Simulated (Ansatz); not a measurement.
This is a relaxation of cell and atoms with the plane-wave code Ansatz on BAs in the zincblende structure; the level of theory is PBE. It starts from a guessed cell.

```yaml
crystal:
  lattice:
    - [0.0, 2.3294928661, 2.3294928661]
    - [2.3294928661, 0.0, 2.3294928661]
    - [2.3294928661, 2.3294928661, 0.0]
  atoms:
    - { symbol: B, position: [0.0, 0.0, 0.0] }
    - { symbol: As, position: [0.25, 0.25, 0.25] }
kpoints:
  mp_grid: { grid: [8, 8, 8] }
hamiltonian:
  xc: pbe
scf:
  occupations: { method: fermi_dirac, width: 0.02 }
relax:
  f_tol: 0.005
  cell: {}
```

The output follows, shortened, with numbered blanks.
```
Functional definition: PBE
Crystal: 2 atoms, lattice volume = 25.282 Å³
Basis set: ecut = 420 eV, 531 PW (Γ)
Bands: 13, of which v1, the nominal top of the filled ones, is band 9 counted from 1 (8 counted from 0)
[1]
relax step 1: F+E_penalty+E_count = -5011.99211635 eV  P = +15.220 GPa  Ω = 25.282 Å³
--- Relaxed structure (5 steps of the walk, 5 accepted, 2 SCFs on fresh bases) ---
[2]
```

Task: Give the withheld lines. They hold the relaxed structure, the symmetry found.

Result:
```
[1]
Symmetry: 24 space group operations
Space group: F-43m (ITA 216)
[2]
  F+E_penalty+E_count = -5012.10281853 eV
  cell:  # Å, volume = 27.8082 Å³
    - [0.000000, 2.404625, 2.404625]
    - [2.404625, 0.000000, 2.404625]
    - [2.404625, 2.404625, 0.000000]
  atoms:
    - { symbol: B, position: [0.000000, 0.000000, 0.000000] }
    - { symbol: As, position: [0.250000, 0.250000, 0.250000] }
```
Only the leading digits can be foreseen; the rest is this run's record.

Command: `ansatz run input.yaml --threads 2 --pin off --max-ram 2211MiB --backend cpu --events-out ev --progress --plain --runs-dir out`. Wall time 6.7 s on 2 threads of Arm Neoverse N1 (shared host), load about 0.8 per core; peak host memory 0.29 GiB.

(Simulation; spin polarisation is off.)
